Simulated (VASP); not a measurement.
## B: relaxation of cell and atoms with PBE

The system is B.

```xyz
4
Lattice="1.4250 0.8227 4.1581 -1.4250 0.8227 4.1581 0.0000 -1.6455 4.1581" Properties=species:S:1:pos:R:3 pbc="T T T"
B     0.0000    0.0000    0.8279
B     0.0000    0.0000   11.6465
B     0.0000    0.0000    2.4732
B     0.0000    0.0000   10.0012
```

The cell was built by a generator and needn't be a form met in nature.

- Program: VASP 6.6.1
- Task: relaxation of cell and atoms
- Functional: PBE
- Potentials or basis: VASP PAW PBE potentials, release 64 (B)
- Cutoff: 600 eV
- k mesh: 18 × 18 × 18
- Occupations: gaussian, width 0.1 eV
- Spin: no spin polarisation
- Dipole correction: no
- Further INCAR settings: ALGO = Fast; EDIFF = 1e-06; IBRION = 2; EDIFFG = -0.01; NSW = 100; ISIF = 3

```
Relaxed volume                         : 7.32 Å³/atom
Relaxed cell                           : a = 4.472 Å, b = 4.472 Å, c = 4.472 Å, α = 37.19°, β = 37.19°, γ = 37.19°
Space group after relaxing (to 0.05 Å) : R-3m (No. 166)
Energy gained by relaxing              : 0.0 meV/atom
Ionic steps                            : 5
Pressure after relaxing                : 0.0 GPa
Band gap on the k mesh                 : none (metal or under the smearing width)
```

Stress tensor (GPa, compression positive):
```
0.01 0.00 0.00
0.00 0.01 0.00
0.00 0.00 0.09
```

Final structure:
```yaml
crystal:
  lattice:
    - [1.42585, 0.82322, 4.15742]
    - [-1.42585, 0.82322, 4.15742]
    - [0.00000, -1.64643, 4.15742]
  atoms:
    - { symbol: B, position: [0.06632, 0.06632, 0.06632] }
    - { symbol: B, position: [0.93368, 0.93368, 0.93368] }
    - { symbol: B, position: [0.19821, 0.19821, 0.19821] }
    - { symbol: B, position: [0.80179, 0.80179, 0.80179] }
```

Levels at points of the mesh, in eV from the Fermi level:
```tsv
k point	band 3	band 4	band 5	band 6	band 7	band 8	band 9	band 10
(0.00, 0.00, 0.00)	-8.11	-0.74	-0.74	3.29	3.29	6.16	6.24	6.66
(0.50, 0.00, 0.00)	-6.40	-5.26	-3.59	-3.17	0.90	3.86	4.57	6.95
(0.50, 0.50, 0.00)	-6.84	-6.03	-4.16	-2.71	3.73	4.34	5.78	7.06
(0.50, 0.50, 0.50)	-2.99	-1.25	-1.25	0.94	6.18	6.18	6.45	6.45
```

It took 5.3 min on 1 thread of Intel(R) Xeon(R) 6975P-C (Granite Rapids), with other jobs on the host, peak memory 0.33 GiB.
